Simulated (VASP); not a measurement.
Wanted: the native input for a VASP 6.6.1 run.

| Item | Value |
| --- | --- |
| Task | single point |
| Functional | PBE |
| Potentials or basis | VASP PAW PBE potentials, release 64 (Sb, Ga_d) |
| Cutoff | 520 eV |
| k mesh | 8 × 8 × 8 |
| Occupations | gaussian, width 0.011 eV |
| Spin | no spin polarisation |
| Further INCAR settings | ALGO = Normal; EDIFF = 1e-06 |

The structure of GaSb lies in POSCAR:

```
GaSb
1.0
    0.0000000000      3.0590000000      3.0590000000
    3.0590000000      0.0000000000      3.0590000000
    3.0590000000      3.0590000000      0.0000000000
Sb Ga
1 1
Direct
    0.7500000000      0.7500000000      0.7500000000
    0.0000000000      0.0000000000      0.0000000000
```

These files were run (other wordings do the same):

INCAR

```
SYSTEM = GaSb
ALGO     = Normal         ! electronic algorithm
EDIFF    = 1E-6           ! SCF threshold, eV
ENCUT    = 520            ! plane-wave cutoff, eV
GGA      = PE             ! functional
ISIF     = 2              ! what is computed and relaxed
ISMEAR   = 0              ! smearing method
LASPH    = .True.         ! aspherical terms in the spheres
LCHARG   = .False.        ! write CHGCAR
LREAL    = .False.        ! projectors in reciprocal space
LWAVE    = .False.        ! write WAVECAR
NELM     = 80             ! most SCF steps
PREC     = Accurate       ! precision mode
SIGMA    = 0.011          ! smearing width, eV
```

KPOINTS

```
k-points
0
Gamma
  8 8 8
  0 0 0
```

Potentials or basis: VASP PAW PBE potentials, release 64 (Sb, Ga_d).

The run is started by

```bash
$ cat potpaw_PBE.64/Sb/POTCAR potpaw_PBE.64/Ga_d/POTCAR > POTCAR
$ mpirun -np 1 vasp_std > vasp.out
```

It gave:

```
Pressure               : 2.4 GPa
Band gap on the k mesh : 0.04 eV, direct
```

Caveat: spin-orbit coupling is left out, which moves the levels of the heavy elements.

It took 12 s on 1 thread of Intel(R) Xeon(R) 6975P-C (Granite Rapids) (shared host), peak memory 0.18 GiB.
